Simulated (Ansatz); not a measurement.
Relaxation of a periodic cell of 13 atoms, Sr4HCl8 (host SrCl2, host structure Fm-3m, interstitial H), cell charge +1, to a largest force component of 0.03 eV/Å in at most 60 steps.

Theory: DFT PBEsol, scalar-relativistic, plane waves, PAW in Ansatz 0.2.0. Settings: cutoff 420 eV, k mesh 2x2x2, gaussian smearing 0.05 eV, no spin polarisation.

```xyz
13
Lattice="6.9650 0.0000 0.0000 0.0000 6.9650 0.0000 0.0000 0.0000 6.9650" Properties=species:S:1:pos:R:3:forces:R:3
Sr 0.000 0.000 0.000 0.01 0.04 -0.97
Cl 1.741 1.741 1.741 -0.37 -0.38 0.25
Cl 5.224 5.224 5.224 0.01 0.01 -0.01
Sr 3.482 3.482 0.000 -0.01 -0.05 -0.65
Cl 5.224 5.224 1.741 0.47 0.46 0.31
Cl 1.741 1.741 5.224 0.00 0.00 0.00
Sr 3.482 0.000 3.482 -0.01 0.04 0.44
Cl 5.224 1.741 5.224 0.00 0.00 0.00
Cl 1.741 5.224 1.741 -0.45 0.44 0.30
Sr 0.000 3.482 3.482 0.01 -0.04 0.44
Cl 1.741 5.224 5.224 -0.01 0.01 0.00
Cl 5.224 1.741 1.741 0.39 -0.40 0.26
H -0.013 -0.051 2.570 -0.03 -0.12 -0.37
```

Where does it end, and by what steps?

It converged. Limits of this set-up: charged cell in a uniform background, uncorrected. After 12 steps the energy has fallen by 2.997 eV; H13 moved furthest, 1.74 Å. Joined: Cl5–H13 (2.56 → 1.57 Å), Cl9–H13 (2.57 → 1.55 Å), Sr10–H13 (3.55 → 2.71 Å).

| step | energy less start (eV) | largest force component (eV/Å) | accepted |
| --- | --- | --- | --- |
| 0 | 0.0000 | 0.969 | yes |
| 1 | -0.5995 | 0.769 | yes |
| 2 | -0.8825 | 0.822 | yes |
| 3 | -1.2469 | 1.657 | yes |
| 4 | -1.7709 | 1.926 | yes |
| 5 | -2.2250 | 0.865 | yes |
| 6 | -2.5717 | 0.943 | yes |
| 7 | -2.7189 | 0.761 | yes |
| 8 | -2.8502 | 0.314 | yes |
| 9 | -2.9310 | 0.295 | yes |
| 10 | -2.9829 | 0.099 | yes |
| 11 | -2.9946 | 0.062 | yes |
| 12 | -2.9966 | 0.007 | yes |

```xyz
13
Lattice="6.9650 0.0000 0.0000 0.0000 6.9650 0.0000 0.0000 0.0000 6.9650" Properties=species:S:1:pos:R:3
Sr -0.040 0.298 -0.106
Cl 1.667 1.868 1.804
Cl 5.143 5.352 5.293
Sr 3.440 3.532 -0.017
Cl 5.575 5.361 1.813
Cl 1.759 1.869 5.285
Sr 3.446 0.206 3.623
Cl 5.152 1.870 5.285
Cl 1.726 5.352 1.804
Sr -0.040 3.443 3.714
Cl 1.666 5.353 5.284
Cl 5.143 1.876 1.802
H 0.176 -1.605 1.811
```

Whether the end is a true minimum wasn't checked by a vibrational analysis.

Time of the run: 20 s on 2 threads of Intel(R) Xeon(R) Platinum 8488C (Sapphire Rapids), on a shared host, peak memory 0.7 GiB.
